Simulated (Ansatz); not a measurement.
# Thickness series of a Zr/SiC/Zr junction, part 3 of 6

Aim: the conductance of Zr/SiC/Zr junctions as the barrier thickens. Both electrodes are Zr hcp(0001); the barrier is SiC wurtzite(0001) (whole bilayers). In the first transport cell, after relaxation, the nearest pair of electrode and barrier is Zr–C at 2.49 Å, at a slant, at the lower face and Zr–Si at 2.81 Å, at a slant, at the upper one. All share a net of side 3.09 Å, which strains the lower electrode by -4.3 % and the barrier by +0.0 %, against typed lattice constants near PBE's. The first steps treat the bulk electrodes alone.

Ansatz 0.2.0; PBE DFT, plane waves, PAW files (the session's first sound run).

So far. Step 3 (Relaxing the interfaces): The largest force component on a free atom ends at 0.023 eV/Å. At one or more of this run's solves the program warned of density in the dipole ramp over its bound, where dipole, forces and levels can be off.

## Step 4: Transmission over a wide range of energy

This step: PBE DFT, plane waves, PAW files; ballistic transmission by layer matching between semi-infinite leads (Ansatz 0.2.0).

System of this step: Zr/SiC/Zr. The cell holds 30 atoms: 22 Zr, 4 C and 4 Si. Its edges and angles: a = 3.090 Å, b = 3.090 Å, c = 80.328 Å, α = 90.0°, β = 90.0°, γ = 120.0°. Regions: left electrode, 11 atoms (11 Zr); barrier, 8 atoms (4 C and 4 Si); right electrode, 11 atoms (11 Zr). Vacuum lies along c.

The relaxed core is set between ideal electrode layers (this cell holds 8 atomic planes between the electrodes; where that differs from the relaxed slab, whole periods were copied in or cut out without a new relaxation), which the solver continues as semi-infinite leads. A wide energy window on a coarse mesh (12×12) shows where the Fermi level lies against the barrier's bands; the projected density of states shows how far the metals' states reach in.

Input file input.yaml:

```yaml
crystal:
  lattice:
    - [3.09, 0.0, 0.0]
    - [-1.545, 2.6760184977, 0.0]
    - [0.0, 0.0, 80.3280884947]
  atoms:
    - { symbol: Zr, position: [0.33333333, 0.66666667, 0.0871426189] }
    - { symbol: Zr, position: [0.0, 0.0, 0.1208253461] }
    - { symbol: Zr, position: [0.33333333, 0.66666667, 0.1545080733] }
    - { symbol: Zr, position: [0.0, 0.0, 0.1881908005] }
    - { symbol: Zr, position: [0.33333333, 0.66666667, 0.2218735277] }
    - { symbol: Zr, position: [0.0, 0.0, 0.2555562549] }
    - { symbol: Zr, position: [0.33333333, 0.66666667, 0.2892389821] }
    - { symbol: Zr, position: [0.0, 0.0, 0.3229217093] }
    - { symbol: Zr, position: [0.33333333, 0.66666667, 0.3566044365] }
    - { symbol: Zr, position: [0.0, 0.0, 0.3902871637] }
    - { symbol: Zr, position: [0.33333333, 0.66666667, 0.424224028] }
    - { symbol: C, position: [0.66666667, 0.33333333, 0.4458135612] }
    - { symbol: Si, position: [0.0, 0.0, 0.4538656315] }
    - { symbol: C, position: [0.0, 0.0, 0.4775471171] }
    - { symbol: Si, position: [0.66666667, 0.33333333, 0.4853942681] }
    - { symbol: C, position: [0.66666667, 0.33333333, 0.5091034845] }
    - { symbol: Si, position: [0.0, 0.0, 0.517001531] }
    - { symbol: C, position: [0.0, 0.0, 0.540657586] }
    - { symbol: Si, position: [0.66666667, 0.33333333, 0.5487100526] }
    - { symbol: Zr, position: [0.0, 0.0, 0.5757830008] }
    - { symbol: Zr, position: [0.66666667, 0.33333333, 0.6097128363] }
    - { symbol: Zr, position: [0.0, 0.0, 0.6433955635] }
    - { symbol: Zr, position: [0.66666667, 0.33333333, 0.6770782907] }
    - { symbol: Zr, position: [0.0, 0.0, 0.7107610179] }
    - { symbol: Zr, position: [0.66666667, 0.33333333, 0.7444437451] }
    - { symbol: Zr, position: [0.0, 0.0, 0.7781264723] }
    - { symbol: Zr, position: [0.66666667, 0.33333333, 0.8118091995] }
    - { symbol: Zr, position: [0.0, 0.0, 0.8454919267] }
    - { symbol: Zr, position: [0.66666667, 0.33333333, 0.8791746539] }
    - { symbol: Zr, position: [0.0, 0.0, 0.9128573811] }
kpoints:
  mp_grid: { grid: [12, 12, 1] }
scf:
  occupations: { method: fermi_dirac, width: 0.1 }
  max_iter: 150
hamiltonian:
  xc: pbe
output:
  transmission:
    kmesh: [12, 12]
    e_range: [-2.5, 2.5]
    de: 0.1
    leads: [[4, 6], [24, 26]]
  dos: { projected: true, e_range: [-6, 5], de: 0.05 }
  write_potential: true
  write_density: true
  volumetric_format: npy
  elf: true
```

Command:

```sh
> ansatz run input.yaml --threads 4 --pin off --max-ram 12288MiB --backend cpu --events-out ev --progress --plain --runs-dir out
```

Numbers of over 12 decimals in the logs are rounded to 6 here.

What it wrote:

```text
[...]
Crystal: 30 atoms, lattice volume = 664.225 Å³
Basis set: ecut = 420 eV, 12917 PW (Γ)
Bands: 178, of which v1, the nominal top of the filled ones, is band 148 counted from 1 (147 counted from 0)
Symmetry: 6 space group operations
[...]
k-points: 19 of 144 (time reversal used)
[...]
SCF iter   1: F=—  HF=-95591.529817 eV  |F-HF|=—  |Δ(HF+E_count)|=         —  Δρ=1.24e-2  dr2=7.11e2  ethr=1.77e-3  ⟨swp⟩=8.9  Hψ=16101  notcnv=0
[...]
SCF iter  11: F=-95590.920157 eV  HF=-95590.920157 eV  |F-HF|=2.37e-8  |Δ(HF+E_count)|=   4.18e-9  Δρ=8.58e-7  dr2=3.27e-8  ethr=3.38e-11  ⟨swp⟩=3.0  Hψ=5265  notcnv=0
SCF 1 converged in 11 iterations: F = -95590.920157 eV  dr2 = 3.27e-8
[...]
transmission: 156 of 1558 steps passed
transmission: 312 of 1558 steps passed
[...]
transmission: 1558 of 1558 steps passed
WARN: The output density's exchange-correlation potential varies sharply where the density is thin. Do not read a vacuum level from v_tot or v_xc, or from such a field of the output density. On a cell that repeats whose density bears no net charge and no dipole along the vacuum's axis use v_es (v_loc + v_h of the components); under efield.dipole_correction with no amplitude use v_es + v_field, which holds any externa [...]
SCF converged after 11 iterations
Free energy (F): -95590.920157 eV
[...]
Internal energy: -95590.009147 eV  (E = F + TS)
E sigma→0 (E₀):  -95590.464652 eV
Entropy (-TS):   -0.911011 eV (-30.367 meV/atom)
Fermi energy:    11.644597 eV
[...]
--- Band table (eV; the first three rows and the last of 19) ---
  k-point 0: bands = [... 144 lower, 12.0787, 12.0825, 12.1965, 12.2659, 12.2740, 12.6655, 12.6655, 12.7047, ... 26 higher]
  k-point 1: bands = [... 144 lower, 11.8949, 11.9009, 11.9916, 11.9932, 12.0509, 12.4491, 12.4545, 12.4635, ... 26 higher]
  k-point 2: bands = [... 144 lower, 11.6638, 11.7007, 11.7181, 11.7431, 11.7511, 11.9139, 11.9424, 11.9894, ... 26 higher]
  k-point 18: bands = [... 144 lower, 11.0753, 11.0762, 11.1433, 11.1620, 11.6639, 11.7575, 11.7603, 11.7611, ... 26 higher]
--- Transmission ---
  basis      : 73 plane waves across, 82 finite elements along
  points     : 19, standing for a mesh of 12 x 12
  energies   : 51 from -2.500000 to 2.500000 eV about the Fermi level, 0.100000 eV apart; the leads are filled to 0.000000 eV, and channels, transmission and decay are at 0.000000 eV
  crystal 0  : Zr2, at the sites [4, 6], period 5.4113 Å, over 27.06 Å; its Hamiltonian steps by up to 58.3 meV: too much for a lead, lay more layers or, if its atoms are ordered, name the step of that order
    offset         : up to 0.0000 Å between an atom of the period and one for which it stands
    channels       : 8.680556e-1 a spin
    conductance    : none, the energies end too early or step too widely for 300 K: set another output.transmission.e_range or a lower de, or, where they end at an eighth of basis.ecutwfc, a higher one
    slowest decay  : 0.0311 /Å at (0.4167, 0.1667)
[...]
channels       : 8.680556e-1 a spin
[...]
slowest decay  : 0.0337 /Å at (0.4167, 0.1667)
  junction   : crystal 0 to crystal 1, 19.87 to 56.44 Å
    transmission   : 6.312060e-3 a spin
[...]
```

The job ended after 4.8 min (4 threads of Arm Neoverse V1, shared host; peak memory 3.9 GiB; 16 min of CPU time).

Numbers from this step:

```
free energy                                         : -95590.9202 eV
Fermi energy                                        : 11.64 eV
level to which the leads are filled                 : 0 eV from the Fermi level
transmission at the Fermi level (a spin, zone mean) : 0.006312
channels of the lower lead                          : 0.8681
channels of the upper lead                          : 0.8681
potential step in the lower lead                    : 58.3 meV
potential step in the upper lead                    : 7.5 meV
```

One spin. Table of transmission, zone mean by energy, zero at the Fermi level:

```
energy (eV)  transmission, zone mean
      -2.50                   0.0374
      -2.40                   0.0209
      -2.20                   0.0150
      -2.10                   0.0369
      -2.00                   0.0199
      -1.90                   0.0615
      -1.80                   0.0176
      -1.70                   0.0106
      -1.60                  0.00902
      -1.40                  0.00836
      -1.30                   0.0104
      -1.10                  0.00721
      -1.00                  0.00721
      -0.90                   0.0103
      -0.70                  0.00636
      -0.60                  0.00630
      -0.50                  0.00423
      -0.30                  0.00777
      -0.20                  0.00699
      -0.10                  0.00592
       0.00                  0.00631
       0.10                  0.00601
       0.20                  0.00942
       0.30                  0.00343
       0.50                  0.00362
       0.60                  0.00494
       0.70                  0.00891
       0.90                   0.0126
       1.00                   0.0194
       1.10                  0.00294
       1.30                  0.00930
       1.40                   0.0102
       1.60                   0.0496
       1.70                   0.0425
       1.80                   0.0815
       2.00                   0.0479
       2.10                    0.108
       2.20                   0.0737
       2.30                    0.129
       2.40                    0.117
       2.50                   0.0751
```

One spin. Table of open channels, zone mean by energy, zero at the Fermi level:

```
energy (eV)  lower lead  upper lead
      -2.50           1        1.02
      -2.40       0.833       0.875
      -2.20       0.812       0.812
      -2.10       0.688       0.771
      -2.00       0.854       0.854
      -1.80       0.618       0.618
      -1.70       0.535       0.535
      -1.60       0.535       0.535
      -1.40       0.701       0.701
      -1.30       0.854       0.854
      -1.10       0.938       0.938
      -1.00        1.06        1.06
      -0.90        1.08        1.08
      -0.70        1.52        1.44
      -0.60        1.40        1.44
      -0.50        1.02        1.02
      -0.30       0.743       0.743
      -0.20       0.660       0.660
      -0.10       0.493       0.493
       0.00       0.868       0.868
       0.10       0.951       0.951
       0.20        1.41        1.41
       0.30        1.34        1.28
       0.50        1.03        1.03
       0.60       0.986       0.986
       0.70        1.06        1.06
       0.90        1.06        1.06
       1.00       0.979       0.979
       1.10       0.743       0.799
       1.30       0.993       0.993
       1.40       0.951       0.951
       1.60        1.15        1.12
       1.70        1.12        1.12
       1.80        1.16        1.16
       2.00        1.03        1.03
       2.10        1.12        1.12
       2.20        1.24        1.24
       2.40        1.20        1.24
       2.50        1.08        1.08
```

Transmission over k1 and k2. At 0.0000 eV from the Fermi level.

Values, 12 rows by 12 columns:
```
0.0040 0.0003 0.0000 0.0000 0.0000 0.0000 0.0003 0.0040 0.0000 0.0040 0.0040 0.0000
0.0000 0.0000 0.0000 0.0000 0.0052 0.0000 0.0000 0.0000 0.0000 0.0040 0.0000 0.0040
0.0016 0.0000 0.0000 0.0000 0.0012 0.0012 0.0000 0.0000 0.0000 0.0016 0.0040 0.0040
0.0000 0.0000 0.0052 0.0012 0.0123 0.0126 0.0123 0.0012 0.0052 0.0000 0.0000 0.0000
0.0040 0.0000 0.0000 0.0012 0.0126 0.0846 0.0846 0.0126 0.0012 0.0000 0.0000 0.0040
0.0066 0.0003 0.0000 0.0000 0.0123 0.0846 0.0794 0.0846 0.0123 0.0000 0.0000 0.0003
0.0040 0.0040 0.0000 0.0000 0.0012 0.0126 0.0846 0.0846 0.0126 0.0012 0.0000 0.0000
0.0000 0.0000 0.0000 0.0000 0.0052 0.0012 0.0123 0.0126 0.0123 0.0012 0.0052 0.0000
0.0016 0.0040 0.0040 0.0016 0.0000 0.0000 0.0000 0.0012 0.0012 0.0000 0.0000 0.0000
0.0000 0.0040 0.0000 0.0040 0.0000 0.0000 0.0000 0.0000 0.0052 0.0000 0.0000 0.0000
0.0040 0.0000 0.0040 0.0040 0.0000 0.0040 0.0003 0.0000 0.0000 0.0000 0.0000 0.0003
0.0066 0.0040 0.0000 0.0016 0.0000 0.0040 0.0066 0.0040 0.0000 0.0016 0.0000 0.0040
```
Columns: k1 (b1) from -0.5 to 0.417; rows upwards: k2 (b2) from -0.5 to 0.417.

Open channels of the lower lead over k1 and k2. At 0.0000 eV from the Fermi level.

Ten even steps from '_' (0.00) to '@' (2.00):
```
++++________++++__@@@@__
________@@________@@__@@
@@______@@@@______@@@@@@
____@@@@@@++@@@@@@______
++____@@++@@@@++@@____++
++++____@@@@@@@@@@____++
++++____@@++@@@@++@@____
________@@@@@@++@@@@@@__
@@@@@@@@______@@@@______
__@@__@@________@@______
++__@@@@__++++________++
++++__@@__++++++__@@__++
```
Columns: k1 (b1) from -0.5 to 0.417; rows upwards: k2 (b2) from -0.5 to 0.417.

Projected DOS an atom over height of the atomic layer and energy from the Fermi level. Layers: Zr Zr Zr Zr Zr Zr Zr Zr Zr Zr Zr C Si C Si C Si C Si Zr Zr Zr Zr Zr Zr Zr Zr Zr Zr Zr; projections on atoms miss part of the total, and the computed bands can run out at the top of the range; a column is the mean of 2 neighbouring layers, the last of those left over.

Ten even steps from '_' (0.00 states/eV) to '@' (1.77 states/eV), each cell a mean:
```
@@%%@@%%@@--______==@@%%@@%%@@
@@%%%%%%%%--______==%%%%%%%%@@
%%==------..______::==----==%%
********##--______--##********
%%%%%%%%%%==______--##%%%%%%%%
%%######**==______--########%%
****####%%==______::######****
========++::______::**========
##########::__..__--##########
##########..____..--****##**##
++********....::::++********++
--++++++==....::::====++++**--
..::::::::::::::::::::::::::..
..........++----::............
____..__..------::..__________
______..__::::--::..__________
__________::------..__________
__________::::----..__________
__________::::..::____________
__________::::::::..__________
__________::::::::..__________
__________..::....____________
```
Columns: height of the atomic layer (Å) from 8.35 to 72.0 (not evenly spaced); rows upwards: energy from the Fermi level (eV) from -6 to 0.6.

ELF in the ca plane at fractional y = 0.000, with atoms of Zr and Si and C within 0.2 Å of it. It is the smooth field of the valence electrons, not physical close to the nuclei.

Values, 5 rows by 16 columns, each cell a mean:
```
0.73 0.59 0.44 0.26 0.34 0.70 0.59 0.45 0.46 0.66 0.33 0.48 0.43 0.34 0.66 0.45
0.33 0.68 0.43 0.49 0.68 0.33 0.66 0.50 0.29 0.32 0.26 0.24 0.22 0.25 0.34 0.24
0.14 0.41 0.35 0.55 0.63 0.15 0.39 0.46 0.41 0.20 0.33 0.31 0.30 0.33 0.21 0.32
0.47 0.76 0.45 0.43 0.63 0.47 0.75 0.50 0.30 0.49 0.26 0.25 0.23 0.24 0.52 0.27
0.79 0.42 0.42 0.20 0.27 0.75 0.42 0.43 0.50 0.55 0.37 0.60 0.55 0.40 0.54 0.51
```
Columns run along c (16.0 Å, from fractional 0.46 to 0.66 of the cell), rows up along a (3.1 Å). Atoms in or near the plane, at fractional coordinates: C at (0.48, 0.00), Si at (0.52, 0.00), C at (0.54, 0.00), Zr at (0.58, 0.00), Zr at (0.64, 0.00).

Valence density in the ca plane at fractional y = 0.000, with atoms of Zr and Si and C within 0.2 Å of it. It is the smooth field of the valence electrons, not physical close to the nuclei.

Ten even steps from '0' (0.1 e/Å³) to '9' (3.9 e/Å³), each cell a mean:
```
01244200000000113442000399940000000001599830
00122100000100001221000146410000000000245310
00001000000100000010000001000000110000001000
00000000000100000000000000000001210000000000
00000000000100000000000000000000110000000000
00011100000100000111000012100000000000022100
01233200000000012331000279720000000000389610
12344300000000123442000498940000000001698930
```
Columns run along c (16.0 Å, from fractional 0.46 to 0.66 of the cell), rows up along a (3.1 Å). Atoms in or near the plane, at fractional coordinates: C at (0.48, 0.00), Si at (0.52, 0.00), C at (0.54, 0.00), Zr at (0.58, 0.00), Zr at (0.64, 0.00).

Electrostatic potential energy in the ca plane at fractional y = 0.000, with atoms of Zr and Si and C within 0.2 Å of it. With pseudopotentials it is smooth inside the atoms' cores, unlike the true potential.

Values in eV, 5 rows by 16 columns, each cell a mean:
```
 11  12  -4 -47  -2  12  10   5 -36  -4 -26   9   7 -35  -6 -26
  2   7   9  -2  10   7   2   9   3  10   7   7  11   4   9   8
 -3   4  12   9  12   4  -3   8   9  12   7   3  11  10  12   8
  5   9   6 -15   7   9   5   8  -6   7   3   8  10  -5   6   4
 12  12  -8 -55  -5  13  12   3 -46  -9 -41   8   5 -44 -11 -40
```
Columns run along c (16.0 Å, from fractional 0.35 to 0.55 of the cell; values clipped at the 3rd and 97th percentile), rows up along a (3.1 Å). Atoms in or near the plane, at fractional coordinates: Zr at (0.39, 0.00), Si at (0.45, 0.00), C at (0.48, 0.00), Si at (0.52, 0.00), C at (0.54, 0.00).

At the Fermi level the transmission is 0.0063, as a zone mean for one spin on this coarse mesh. At the Fermi level the layers of this cell's barrier hold from 0.0040 to 0.049 states an eV and atom. In the worse lead the potential repeats within 58 meV, which the program flags as too much for a lead, so G carries that doubt.

[end of part 3 of 6]

[Logs are printed without paths, hosts, clocks, repeated set-up lines and the standing remarks that a program may print on its own settings, such as how far it seeks lower states.]

[Hosts, paths, dates, database ids (printed as entryN), source tags and the programs' standing remarks are cut or masked in the printed files.]
